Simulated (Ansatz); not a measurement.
# NaH: the cell at several levels of theory

An exercise on one series of results from a longer session: the logs are not shown, and one member is left open.

Code: Ansatz 0.2.0. PAW datasets, plane waves, zero pressure. Values at 0 K without nuclear motion; spin polarisation is off, and the phase may be a hypothetical one.

## Starting point

This is the cell as the run starts from it, not yet at rest; its lengths are not the crystal's.

Space group Pm-3m (No. 221), cubic; a = 2.421 Å in the conventional setting, 7.10 Å³ an atom. Around Na lie 8 H at 2.10 Å; around H lie 8 Na at 2.10 Å.

Coordinates:

```
Na H
1.0
     2.42134    0.00000    0.00000
     0.00000    2.42134    0.00000
     0.00000    0.00000    2.42134
Na H
1 1
Direct
  0.00000 0.00000 0.00000
  0.50000 0.50000 0.50000
```

The first run:

Contents of input.yaml:

```yaml
crystal:
  lattice:
    - [2.4213389016, 0.0, 0.0]
    - [0.0, 2.4213389016, 0.0]
    - [0.0, 0.0, 2.4213389016]
  atoms:
    - { symbol: Na, position: [0.0, 0.0, 0.0] }
    - { symbol: H, position: [0.5, 0.5, 0.5] }
kpoints:
  mp_grid: { grid: [10, 10, 10] }
hamiltonian:
  xc: pbe
scf:
  occupations: { method: fermi_dirac, width: 0.02 }
relax:
  f_tol: 0.005
  cell: {}
```

The run is started by

```console
$ ansatz run input.yaml --threads 2 --pin off --max-ram 2211MiB --backend cpu --events-out ev --progress --plain --runs-dir out
```

Steps of the session up to this table: Relaxation with PBE; Relaxation with r2SCAN; Relaxation with PBEsol; LDA: cell and atoms; HSE06: cell and atoms.

One table of the session follows, with a row left open; its other results are not shown here.

```
 level  a (Å)  volume (Å³/atom)
   PBE      ?                 ?
r2SCAN  2.932            12.608
PBEsol  2.938            12.680
   LDA  2.874            11.865
 HSE06  2.943            12.745
```

**Question.** Estimate the row for PBE.

The run gave: a (Å): 2.965; volume (Å³/atom): 13.033. In the column «a (Å)» it is the highest.

In words: From the start to the first minimum the volume moved by +83.6 %. The volume runs from LDA (least) to PBE (most), a spread of 9.8 %, or 3.2 % in length if all axes shared it alike. The meshes differ: PBE 10×10×10, r2SCAN 8×8×8, PBEsol 8×8×8, LDA 8×8×8, HSE06 6×6×6.
